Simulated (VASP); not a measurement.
Input of a VASP 6.6.1 run:

The input INCAR:

```
SYSTEM = HfO2
PREC = Accurate
ENCUT = 600
EDIFF = 1E-8
ISMEAR = 0
SIGMA = 0.03
LREAL = .FALSE.
LASPH = .TRUE.
NELM = 80
ALGO = Fast
ISIF = 2
LWAVE = .FALSE.
LCHARG = .FALSE.
GGA = PE
LEPSILON = .TRUE.
KPAR = 4
```

KPOINTS

```
Automatic mesh
0
G
  6 6 6
  0 0 0
```

Contents of POSCAR:

```
HfO2                                    
1.0
    5.1379463621      0.0000000000     -0.0161559642
    0.0000000000      5.1895825302      0.0000000000
   -0.8785329586      0.0000000000      5.2486309253
  Hf              O             
     4     8
Direct
     0.2759281375180328    0.0426716263574746    0.2078819934618210
     0.7240718624819672    0.5426716263574747    0.2921180065381791
     0.7240718624819672    0.9573283736425253    0.7921180065381790
     0.2759281375180328    0.4573283736425254    0.7078819934618210
     0.4488535851041629    0.7573349395470964    0.4775560094935881
     0.5511464148958370    0.2573349395470965    0.0224439905064119
     0.5511464148958370    0.2426650604529035    0.5224439905064119
     0.4488535851041629    0.7426650604529036    0.9775560094935881
     0.0676364769170960    0.3296436365571150    0.3474301250015063
     0.9323635230829039    0.8296436365571150    0.1525698749984938
     0.9323635230829039    0.6703563634428850    0.6525698749984937
     0.0676364769170960    0.1703563634428850    0.8474301250015063
```

Potentials or basis: VASP PAW PBE potentials, release 64 (Hf_pv, O).

The run is started by

```console
$ cat potpaw_PBE.64/Hf_pv/POTCAR potpaw_PBE.64/O/POTCAR > POTCAR
$ mpirun -np 4 vasp_std > vasp.out
```

(1) Predict the electronic dielectric tensor (diagonal).

(2) Estimate the Born charges (mean of the diagonal).

(3) Predict the band gap on the k mesh.

Answers

(1) 4.89, 4.89, 4.62.

(2) Hf +5.13; O -2.54, -2.59 e.

(3) 4.03 eV, indirect (least direct gap 4.11 eV).

Caveat: spin-orbit coupling is left out, which moves the levels of the heavy elements.

**What was measured.**

“Temperature dependence of self-trapped exciton luminescence in nanostructured hafnia powder”, 2021, arxiv:2112.02602 quotes, for a bulk crystal of HfO2: band gap 5.54 eV (indirect).

A measured gap of HfO2 is 5.54 eV (indirect; quoted in “Temperature dependence of self-trapped exciton luminescence in nanostructured hafnia powder”, 2021, arxiv:2112.02602); the calculated 4.03 eV misses it by -1.51 eV. Spin-orbit coupling on Hf is left out. The value is that of PBE on a finite k mesh, which can miss the band edges, without temperature or zero-point motion. Semilocal functionals fall short of measured gaps as a rule.
